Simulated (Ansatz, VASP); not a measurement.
GaP2: VASP beside Ansatz

The input INCAR:

```
  PREC = Accurate
  ENCUT = 600
  EDIFF = 1E-6
  ISMEAR = 0
  SIGMA = 0.1
  LREAL = F
  LASPH = T
  NELM = 100
  ALGO = Normal
  ISIF = 3
  LWAVE = F
  LCHARG = F
  GGA = PE
  IBRION = 2
  NSW = 90
  EDIFFG = -0.04
```

The input KPOINTS:

```
Automatic mesh
0
Gamma
  6 6 4
```

The input POSCAR:

```
GaP2
1.0
    3.0009139600      0.0000000000      0.0000000000
    0.0000000000      3.0009139600      0.0000000000
    0.0000000000      0.0000000000      5.7174032800
Ga P
1 2
Direct
    0.0000000000      0.0000000000      0.0000000000
    0.5000000000      0.5000000000      0.7286017500
    0.5000000000      0.5000000000      0.2713982500
```

Input for Ansatz:

```yaml
crystal:
  lattice:
    - [3.00091396, 0.0, 0.0]
    - [0.0, 3.00091396, 0.0]
    - [0.0, 0.0, 5.71740328]
  atoms:
    - { symbol: Ga, position: [0.0, 0.0, 0.0] }
    - { symbol: P, position: [0.5, 0.5, 0.72860175] }
    - { symbol: P, position: [0.5, 0.5, 0.27139825] }
basis:
  ecutwfc: 420
kpoints:
  mp_grid: { grid: [6, 6, 4] }
hamiltonian:
  xc: pbe
scf:
  occupations: { method: gaussian, width: 0.1 }
  lower_state_search: "off"
output:
  forces: true
  stress: true
  eigenvalues: true
relax:
  adjacent_minimum: "off"
  f_tol: 0.04
  max_steps: 70
  cell: { stress_tol: 0.4 }
```

Change from the starting cell: species swapped into the FeSi2 type (P4/mmm, No. 123).

Alike in both runs: task relaxation of cell and atoms; functional PBE; k mesh 6 × 6 × 4; occupations gaussian, width 0.1 eV; no spin polarisation.

|  | VASP | Ansatz |
| --- | --- | --- |
| version | VASP 6.6.1 | Ansatz 0.2.0 |
| potentials or method | VASP PAW PBE potentials, release 64 (Ga_d, P) | scalar-relativistic, plane waves, PAW |
| plane-wave cutoff (eV) | 600 | 420 |
| valence electrons in the cell | 23 | 23 |

|  | VASP | Ansatz | Ansatz less VASP |
| --- | --- | --- | --- |
| gap on the k mesh at the Fermi level, each at its own relaxed structure (eV) | none | none | - |
| relaxed volume (Å³/atom) | 19.25 | 19.17 | -0.077 |
| relaxed cell length with the largest relative difference (Å) | 4.985 | 4.972 | -0.0128 |
| energy change over the relaxation (meV/atom) | -273 | -268 | +5.7 |

A gap of «none» marks a metal or a gap that the smearing closes.
